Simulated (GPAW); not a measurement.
# PtSe2 (Sudovikovite) (P-3m1) in GPAW: notebook

Aim: see how the results for PtSe2 (Sudovikovite) move with the level of theory and the settings. Levels: LDA+U, PBE+U, RPBE+U. Tasks: single point.

Program: GPAW 26.7.0. These are calculated values, not measurements. Logs are shortened: lines on timing, memory, paths and dates and some standing lists are left out, and cuts for length are marked. The log counts tension as positive stress, the text compression.

### Step 1. Starting point

Symmetry: P-3m1, No. 164, trigonal system. The conventional cell has a = 3.724 Å, b = 3.724 Å, c = 5.062 Å, α = 90.00°, β = 90.00°, γ = 120.00°. Around Pt (site symmetry -3m) lie 6 Se at 2.49 Å. Around Se (site symmetry 3m) lie 3 Pt at 2.49 Å.

### Step 2. Single point, LDA+U (volume scaled by 0.96)

Input file run.py:

```python
from ase.dft.bandgap import bandgap
from ase.io import read, write
from ase.units import GPa
from gpaw import GPAW, PW

atoms = read('PtSe2.xyz')

calc = GPAW(mode=PW(450),
            xc='LDA',
            kpts={'size': (7, 7, 5), 'gamma': True},
            occupations={'name': 'fermi-dirac', 'width': 0.01},
            setups={'Pt': ':d,6.2'},
            nbands=26,
            convergence={'density': 1e-05, 'energy': 1e-05},
            maxiter=150,
            txt='gpaw.txt')
atoms.calc = calc
energy = atoms.get_potential_energy()
forces = atoms.get_forces()
stress = atoms.get_stress()
calc.write('gs.gpw')
write('result.traj', atoms)
print(f'Energy: {energy:.6f} eV')
print('Forces (eV/A):')
print(forces.round(4))
print('Stress (GPa):', (stress / GPa).round(3))
print('Fermi level:', round(calc.get_fermi_level(), 4), 'eV')
print(f'Gap: {bandgap(calc)[0]:.4f} eV, direct: {bandgap(calc, direct=True)[0]:.4f} eV')
```

Input file PtSe2.xyz:

```xyz
3
Lattice="3.6736695059 0.0000000000 0.0000000000 -1.8368347530 3.1814911172 0.0000000000 0.0000000000 0.0000000000 4.9935862081" Properties=species:S:1:pos:R:3 pbc="T T T"
Pt     0.0000000000      0.0000000000      0.0000000000
Se     1.8368347531      1.0604970390      3.7451896561
Se    -0.0000000002      2.1209940782      1.2483965520
```

Potentials or basis: the program's PAW data sets (release 1.2.1) made for this functional, pw.

Command:

```
$ OMP_NUM_THREADS=1 python run.py
```

gpaw.txt:

```text
__  _  _
 | _ |_)|_||  |
 |__||  | ||/\| - 26.7.0

Input parameters:
  mode=PW(ecut=450.00000000000006),
  convergence={'density': 1e-05, 'energy': 1e-05},
  kpts=MonkhorstPack(size=(7, 7, 5), gamma=True),
  maxiter=150,
  nbands=26,
  occupations=Occupations(name='fermi-dirac', width=0.01),
  setups={'Pt': ':d,6.2'},
  xc=XC(name='LDA')

Diagonalizing LCAO Hamiltonian
Converting LCAO to pw mode

            Se

        Se

       Pt

Atoms  # Å, Bohr magnetons
|   | symbol |         x |        y |        z |    initial magnetic moments |
|---|--------|-----------|----------|----------|-----------------------------|
| 0 |     Pt |  0.000000 | 0.000000 | 0.000000 | ( 0.0000,  0.0000,  0.0000) |
| 1 |     Se |  1.836835 | 1.060497 | 3.745190 | ( 0.0000,  0.0000,  0.0000) |
| 2 |     Se | -0.000000 | 2.120994 | 1.248397 | ( 0.0000,  0.0000,  0.0000) |

Unit cell  # Å
| periodic |         x |        y |        z |  lengths |     angles |
|----------|-----------|----------|----------|----------|------------|
|      yes |  3.673670 | 0.000000 | 0.000000 | 3.673670 |  90.000000 |
|      yes | -1.836835 | 3.181491 | 0.000000 | 3.673670 |  90.000000 |
|      yes |  0.000000 | 0.000000 | 4.993586 | 4.993586 | 120.000000 |

Number of symmetries: 12
Symmetry operations  # r_c * U_cc + t_c -> r_c
|    | kind |            matrix            |
|----|------|------------------------------|
|  0 |  σ   |  1, 1, 0,  0,-1, 0,  0, 0, 1 |
|  1 |  S6  |  1, 1, 0, -1, 0, 0,  0, 0,-1 |
|  2 |  E   |  1, 0, 0,  0, 1, 0,  0, 0, 1 |
|  3 |  C2  |  1, 0, 0, -1,-1, 0,  0, 0,-1 |
|  4 |  C2  |  0, 1, 0,  1, 0, 0,  0, 0,-1 |
|  5 |  C3  |  0, 1, 0, -1,-1, 0,  0, 0, 1 |
|  6 |  S6  |  0,-1, 0,  1, 1, 0,  0, 0,-1 |
|  7 |  σ   |  0,-1, 0, -1, 0, 0,  0, 0, 1 |
|  8 |  σ   | -1, 0, 0,  1, 1, 0,  0, 0, 1 |
|  9 |  i   | -1, 0, 0,  0,-1, 0,  0, 0,-1 |
| 10 |  C3  | -1,-1, 0,  1, 0, 0,  0, 0, 1 |
| 11 |  C2  | -1,-1, 0,  0, 1, 0,  0, 0,-1 |

BZ-sampling:
  Number of BZ points: 245
  Number of IBZ points: 32

  Monkhorst-Pack size: [7, 7, 5]
  Monkhorst-Pack shift: [0, 0, 0]

K-points  # in reciprocal-cell coordinates
|     |                                coordinates |     weight |
|-----|--------------------------------------------|------------|
|   0 | (  0.00000000,   0.00000000,   0.00000000) | 0.00408163 |
|   1 | (  0.00000000,   0.00000000,   0.20000000) | 0.00816327 |
|   2 | (  0.00000000,   0.00000000,   0.40000000) | 0.00816327 |
|   3 | (  0.14285714,   0.00000000,  -0.40000000) | 0.02448980 |
|   4 | (  0.14285714,   0.00000000,  -0.20000000) | 0.02448980 |
|   5 | (  0.14285714,   0.00000000,   0.00000000) | 0.02448980 |
|   6 | (  0.14285714,   0.00000000,   0.20000000) | 0.02448980 |
|   7 | (  0.14285714,   0.00000000,   0.40000000) | 0.02448980 |
|   8 | (  0.28571429,  -0.14285714,   0.00000000) | 0.02448980 |
|   9 | (  0.28571429,  -0.14285714,   0.20000000) | 0.04897959 |
| ... |                                            |            |
|  31 | (  0.42857143,   0.42857143,   0.40000000) | 0.04897959 |

Plane wave coefficients: 1277
Cutoff: 450.00000000000006 eV

Spin-components: 1 (collinear spins)
Bands:           26
Projectors:      16
Spin-degeneracy: 2
Datatype:        complex128

Density:
  Valence electrons: 28.0
  Components: 1
  Grid points: [18 18 25]
  Charge: 0.0  # |e|

Potential:
  Grid points: [18 18 25]

species:
  Pt:
    name:    Platinum
    Z:       78.0
    valence: 16
    core:    62
    charge:  0.0  # [|e|]
    Hubbard: {U: 6.2,  # eV
              l: 2,
              scale: True}
    compensation charges:
      type: gauss
      rc: 0.41  # [Å]
      lmax: 2
    cutoffs:
      filter: 2.26  # [Å]
      core: 2.26  # [Å]
    projectors
    | kind |    occ | energy [eV] | rcut [Å] |
    |------|--------|-------------|----------|
    |   6s |  1.000 |      -5.930 |    1.307 |
    |   5p |  6.000 |     -56.318 |    1.371 |
    |   6p |  0.000 |      -0.962 |    1.371 |
    |   5d |  9.000 |      -6.387 |    1.307 |
    |    s |        |      21.281 |    1.307 |
    |    d |        |      20.825 |    1.307 |

    Using partial waves for Pt as LCAO basis

  Se:
    name:    Selenium
    Z:       34.0
    valence: 6
    core:    28
    charge:  0.0  # [|e|]
    compensation charges:
      type: gauss
      rc: 0.27  # [Å]
      lmax: 2
    cutoffs:
      filter: 1.77  # [Å]
      core: 2.67  # [Å]
    projectors
    | kind |    occ | energy [eV] | rcut [Å] |
    |------|--------|-------------|----------|
    |   4s |  2.000 |     -17.472 |    0.847 |
    |   4p |  4.000 |      -6.656 |    1.005 |
    |    s |        |       9.739 |    0.847 |
    |    p |        |      20.555 |    1.005 |
    |    d |        |       0.000 |    0.847 |

    Using partial waves for Se as LCAO basis

Reference energy: -632131.096150  # eV

eigensolver:
  PPCG
  Converge bands: occupied
  niter=2

density mixing:
  MSR1-Mixer
  Pratt-step length: 0.05
  Maximum mixing coefficient: 0.75
  Old densities: 10
  SVD Regularization: 0.005
  Good broyden scale: 1.0
  Trust region scale: 1.0
  Backstep threshold: 4.0
  History deletion threshold: 6.0
  Fourier metric: weight=20.0, sigma=0.015

occupation numbers:
  Fermi-Dirac:
    width: 0.0100  # eV

poisson solver:
  ecut: 3600.0000000000005  # eV

xc functional:
  name: None

convergence criteria:
- Maximum integral of absolute [dens]ity change: 1e-05 electrons / valence electron
- Maximum [total energy] change in last 3 cyles: 1e-05 eV / valence electron
- Maximum integral of absolute [eigenst]ate change: 4e-08 eV^2 / valence electron
maximum number of iterations: 150

SCF iterations
|iter     | |      energy | eigst |  dens |
|---------|-|-------------|-------|-------|
|iter:   1| |  -15.005988 | +0.05 |       |
|iter:   2| |  -15.016110 | -2.47 | -1.34 |
|iter:   3| |  -15.187332 | -2.07 | -1.37 |
|iter:   4| |  -15.197511 | -2.73 | -1.84 |
|iter:   5| |  -15.178505 | -2.89 | -1.84 |
|iter:   6| |  -15.189433 | -3.73 | -2.42 |
|iter:   7| |  -15.190304 | -5.42 | -3.04 |
|iter:   8| |  -15.190547 | -5.34 | -3.30 |
|iter:   9| |  -15.190551c| -6.74 | -4.02 |
|iter:  10| |  -15.190551c| -8.12c| -4.47 |
|iter:  11| |  -15.190551c| -7.77c| -5.09c|

Converged in 11 steps
Energy contributions relative to reference atoms: (reference = -632131.096150)

Energy contributions:
  Kinetic:          44.285524
  Coulomb:         -39.717144
  Zero:             -1.138992
  External:          0.000000
  Xc:              -18.619670
  Entropy:          -0.000538
  Spinorbit:         0.000000
  ----------------------------
  Free energy:     -15.190820
  Extrapolated:    -15.190551

dipole moment: (-6.224040, -10.780354, -16.920565)  # |e|*Ang

Fermi level: 8.320
Eigenvalues  # (at kpt = [0.000, 0.000, 0.000])
| band index |      eig [eV] | occ [0-2] |
|------------|---------------|-----------|
|          0 |       -43.786 |     2.000 |
|        ... |               |           |
|          5 |         0.233 |     2.000 |
|          6 |         1.040 |     2.000 |
|          7 |         1.040 |     2.000 |
|          8 |         2.591 |     2.000 |
|          9 |         2.592 |     2.000 |
|         10 |         4.651 |     2.000 |
[... 8 lines left out ...]
|         19 |        16.032 |     0.000 |
|         20 |        20.343 |     0.000 |
|        ... |               |           |
|         25 |        21.313 |     0.000 |

No gap
No difference between direct/indirect transitions

Forces  # eV/Ang
|        x |        y |        z |
|----------|----------|----------|
|  0.00000 |  0.00000 |  0.00000 |  # Pt   0
|  0.00000 |  0.00000 | -0.66011 |  # Se   1
| -0.00000 | -0.00000 |  0.66011 |  # Se   2

Stress tensor  # eV/Ang^3
|         x |         y |         z |
|-----------|-----------|-----------|
| -0.017914 | -0.000000 |  0.000000 |
| -0.000000 | -0.017914 |  0.000000 |
|  0.000000 |  0.000000 | -0.012080 |

# Writing to gs.gpw (mode='')
```

Wall time 23 s (1 thread of Arm Neoverse V1, shared host); peak memory 0.16 GiB.

What came out:

```
Free energy            : -15.1908 eV
Pressure               : 2.6 GPa
Largest force          : 0.660 eV/Å
Band gap on the k mesh : none (metal or under the smearing width)
```

Forces on the atoms (eV/Å):
```
Pt   0.000  0.000  0.000
Se   0.000  0.000 -0.660
Se   0.000  0.000  0.660
```

Levels at points of the mesh, in eV from the Fermi level:
```tsv
k point	band 12	band 13	band 14	band 15	band 16	band 17
(0.00, 0.00, 0.00)	-0.81	-0.81	0.62	1.51	1.51	3.77
```

Caveat: the cutoff is short for stress and forces, so pressures can be off by a GPa or more; U without spin polarisation on a metal has little footing. Spin-orbit coupling is left out, which matters for the levels of Pt.

### Step 3. Single point, PBE+U

Edit run.py of step 2 so:

```diff
@@ -5,9 +5,9 @@
 
-atoms = read('PtSe2.xyz')
+atoms = read('POSCAR')
 
 calc = GPAW(mode=PW(450),
-            xc='LDA',
-            kpts={'size': (7, 7, 5), 'gamma': True},
+            xc='PBE',
+            kpts={'size': (7, 7, 4), 'gamma': True},
             occupations={'name': 'fermi-dirac', 'width': 0.01},
-            setups={'Pt': ':d,6.2'},
+            setups={'Pt': ':d,6.0'},
             nbands=26,
```

Input file POSCAR:

```
PtSe2
1.0
    3.7240000000      0.0000000000      0.0000000000
   -1.8620000000      3.2250786037      0.0000000000
    0.0000000000      0.0000000000      5.0620000000
Pt Se
1 2
Direct
    0.0000000000      0.0000000000      0.0000000000
    0.6666666667      0.3333333333      0.7500000000
    0.3333333333      0.6666666667      0.2500000000
```

Potentials or basis: GPAW PAW data sets (gpaw-data 1.2.1), pw.

Command:

```
$ OMP_NUM_THREADS=1 python run.py
```

Wall time 18 s (1 thread of Arm Neoverse V1, shared host); peak memory 0.16 GiB.

Results (log left out):

* Free energy: -12.2553 eV
* Pressure: 5.6 GPa
* Largest force: 0.602 eV/Å
* Band gap on the k mesh: none (metal or under the smearing width)

Forces on the atoms (eV/Å):
```
Pt   0.000  0.000  0.000
Se   0.000  0.000 -0.602
Se   0.000  0.000  0.602
```

Stress tensor (GPa, compression positive):
```
5.71 0.00 0.00
0.00 5.71 0.00
0.00 0.00 5.25
```

Levels at points of the mesh, in eV from the Fermi level:
```tsv
k point	band 10	band 11	band 12	band 13	band 14	band 15	band 16	band 17	band 18	band 19
(0.00, 0.00, 0.00)	-5.41	-3.53	-0.75	-0.75	0.64	1.49	1.49	4.00	4.62	7.79
(0.00, 0.00, 0.50)	-5.45	-2.72	-1.92	-1.21	-1.21	2.36	2.36	5.28	6.56	7.32
```

Caveat: the cutoff is short for stress and forces, so pressures can be off by a GPa or more; U without spin polarisation on a metal has little footing. The run has no spin-orbit coupling, so splittings on Pt are missing.

[end of part 1 of 2]
